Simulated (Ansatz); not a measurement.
## Contact densities of Cl against volume

```xyz
2
Lattice="0.0000 3.2358 3.2358 3.2358 0.0000 3.2358 3.2358 3.2358 0.0000" Properties=species:S:1:pos:R:3 pbc="T T T"
Cl    0.0000    0.0000    0.0000
Cl    1.6179    1.6179    1.6179
```

Atom numbers follow the list: Cl1, Cl2.

The structure comes from a relaxation in the same program, started in the diamond type, and has space group Fd-3m. Whether it is a known phase or the ground state wasn't checked.

All numbers below come from DFT, PBE, all-electron PAW with datasets made for the crystal, scalar-relativistic (Ansatz 0.2.0).

The runs use a Γ-centred 14×14×14 k mesh, Fermi–Dirac smearing of 0.08 eV, cutoff 180 eV (chosen by the program for this cell), no spin polarisation.

The contact density is the mean electron density over the nuclear volume; its changes follow the s electrons' response to bonding and compression. Changes below are taken from the unscaled cell, where it is 24130.5 e/Å³ at Cl1.

```tsv
V/V(cell)	P (GPa)	Δρ(0) Cl1 (e/Å³)
0.9500	1.0	?
1.0000	0.0	0.00
1.0500	-0.7	?
```

Problem. Give the missing entry: row "1.0500", column "Δρ(0) Cl1 (e/Å³)".

Solution. -0.27.

Problem. Fill in "Δρ(0) Cl1 (e/Å³)" for the row "0.9500".

Solution. 0.30.

The datasets are made afresh for each cell, so very small changes are uncertain.
